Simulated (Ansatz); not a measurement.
## HfO2: band structure with RPBE

Crystal: HfO2.

```
Hf O
1.0
     5.08032    0.00000    0.00000
     0.00000    5.16487    0.00000
     0.00000    0.00000    4.89088
Hf O
4 8
Cartesian
  1.1308 4.0379 1.3307
  3.6710 3.7094 3.5602
  3.9495 1.1270 1.3307
  1.4093 1.4555 3.5602
  0.9491 0.8452 0.5113
  3.4892 1.7372 4.3796
  4.1312 4.3196 0.5113
  1.5911 3.4277 4.3796
  0.0000 2.5824 2.3919
  2.5402 0.0000 2.4990
  0.0000 0.0000 2.8153
  2.5402 2.5824 2.0756
```

The cell comes from a database or a generator and needn't be the stable form of this composition.

```
Program                             : Ansatz 0.2.0
Task                                : band structure
Functional                          : RPBE
Potentials or basis                 : Ansatz PAW
Cutoff                              : 420 eV (not typed: the program's choice for these potentials)
k mesh                              : 5 × 5 × 6
Occupations                         : fermi-dirac, width 0.05 eV
Spin                                : no spin polarisation
Path                                : [["G", "X", "S", "Y", "G", "Z", "U", "R", "T", "Z"], ["Y", "T"], ["U", "X"], ["S", "R"]]
Points for each segment of the path : 10
```

The pressure is 15.3 GPa and the largest force is 0.241 eV/Å. The band gap on the k mesh is 3.93 eV, direct and the band gap along the path is 3.93 eV, direct.

Forces in eV/Å, atoms in the order of the input:
```
Hf   0.073 -0.070 -0.050
Hf   0.073  0.070  0.050
Hf  -0.073  0.070 -0.050
Hf  -0.073 -0.070  0.050
O    0.081  0.119  0.192
O    0.081 -0.119 -0.192
O   -0.081 -0.119  0.192
O   -0.081  0.119 -0.192
O    0.000  0.000 -0.008
O    0.000  0.000  0.008
O    0.000  0.000  0.216
O    0.000  0.000 -0.216
```

Stress tensor (GPa, compression positive):
```
14.58  0.00  0.00
 0.00 15.42  0.00
 0.00  0.00 15.76
```

Levels at the corners of the path, in eV from the valence-band top:
```tsv
point	band 72	band 73	band 74	band 75	band 76	band 77	band 78	band 79	band 80	band 81
Γ	-1.15	-1.01	-0.22	-0.15	-0.14	4.23	4.77	5.17	5.60	5.69
X	-0.93	-0.79	-0.66	-0.04	0.00	3.93	4.96	5.59	5.69	5.69
S	-1.40	-0.82	-0.82	-0.22	-0.22	4.85	4.85	5.22	5.22	5.84
Y	-1.07	-0.57	-0.57	-0.24	-0.24	4.74	4.74	5.67	5.67	5.87
Γ	-1.15	-1.01	-0.22	-0.15	-0.14	4.23	4.77	5.17	5.60	5.69
Z	-0.94	-0.60	-0.60	-0.21	-0.21	4.72	4.72	5.53	5.53	5.80
U	-1.25	-0.76	-0.76	-0.19	-0.19	4.81	4.81	5.33	5.33	5.89
R	-1.54	-1.46	-1.46	-0.26	-0.26	5.16	5.16	5.37	5.37	5.50
T	-1.35	-0.88	-0.88	-0.40	-0.40	5.11	5.11	5.77	5.77	5.81
Z	-0.94	-0.60	-0.60	-0.21	-0.21	4.72	4.72	5.53	5.53	5.80
Y	-1.07	-0.57	-0.57	-0.24	-0.24	4.74	4.74	5.67	5.67	5.87
T	-1.35	-0.88	-0.88	-0.40	-0.40	5.11	5.11	5.77	5.77	5.81
U	-1.25	-0.76	-0.76	-0.19	-0.19	4.81	4.81	5.33	5.33	5.89
X	-0.93	-0.79	-0.66	-0.04	0.00	3.93	4.96	5.59	5.69	5.69
S	-1.40	-0.82	-0.82	-0.22	-0.22	4.85	4.85	5.22	5.22	5.84
R	-1.54	-1.46	-1.46	-0.26	-0.26	5.16	5.16	5.37	5.37	5.50
```

Run time: 43 s on 4 threads of AMD EPYC 7R43 64-Core Processor (Zen 3) (shared host), peak memory 1.4 GiB.

Caveat: so large a pressure means that the cell lies far from this level's equilibrium, or that cutoff or potentials fall short; the pressure holds a Pulay correction of +0.8 GPa for the finite cutoff; spin-orbit coupling is left out, which moves the levels of the heavy elements; the PAW data sets come from PBE, with cores solved anew for the run's functional, which leaves a small shift of forces and pressure. RPBE gaps usually lie below the measured ones, often by a third to a half.
